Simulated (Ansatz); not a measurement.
# BaTiO3: the cost of one run

Method: DFT PBE, scalar-relativistic, in Ansatz 0.2.0.

## Step 1: The starting structure

Symmetry: Pm-3m, No. 221, cubic system. The conventional cell has a = 4.007 Å, b = 4.007 Å, c = 4.007 Å, α = 90.00°, β = 90.00°, γ = 90.00°. Ba (site symmetry m-3m) has 12 O at 2.83 Å as nearest neighbours. Ti (site symmetry m-3m) is surrounded by 6 O at 2.00 Å. Around O (site symmetry 4/mmm) lie 2 Ti at 2.00 Å and 4 Ba at 2.83 Å.

Structure file:

```
CELL_PARAMETERS angstrom
4.00730 0.00000 0.00000
0.00000 4.00730 0.00000
0.00000 0.00000 4.00730
ATOMIC_POSITIONS crystal
Ba 0.50000 0.50000 0.50000
Ti 0.00000 0.00000 0.00000
O 0.50000 0.00000 0.00000
O 0.00000 0.50000 0.00000
O 0.00000 0.00000 0.50000
```

Atoms are numbered in the order of the input: Ba1, Ti2, O3, O4, O5.

## Step 2: Volume × 0.94, LAPW

The input, input.yaml:

```yaml
crystal:
  lattice:
    - [3.9254954135, 0.0, 0.0]
    - [0.0, 3.9254954135, 0.0]
    - [0.0, 0.0, 3.9254954135]
  atoms:
    - { symbol: Ba, position: [0.5, 0.5, 0.5] }
    - { symbol: Ti, position: [0.0, 0.0, 0.0] }
    - { symbol: O, position: [0.5, 0.0, 0.0] }
    - { symbol: O, position: [0.0, 0.5, 0.0] }
    - { symbol: O, position: [0.0, 0.0, 0.5] }
kpoints:
  mp_grid: { grid: [8, 8, 8] }
  band_path:
    path:
      - [0.0, 0.0, 0.0]
      - [0.0, 0.5, 0.0]
      - [0.5, 0.5, 0.0]
      - [0.0, 0.0, 0.0]
      - [0.5, 0.5, 0.5]
      - [0.0, 0.5, 0.0]
      - [0.5, 0.5, 0.5]
      - [0.5, 0.5, 0.0]
    npoints: 5
scf:
  occupations: { method: fermi_dirac, width: 0.05 }
hamiltonian:
  xc: pbe
  pseudopotentials: { kind: all_electron, lapw: { basis_error: 0.001 } }
output:
  forces: true
  stress: true
  eigenvalues: true
```

On the command line:

```bash
ansatz run input.yaml --threads 2 --pin off --max-ram 6144MiB --backend cpu --events-out ev --progress --plain --runs-dir out
```

Q: Estimate wall time and peak memory on 2 threads of Intel Xeon 6975P-C (Granite Rapids), shared host.

About 17 s, with a peak of 0.63 GiB.
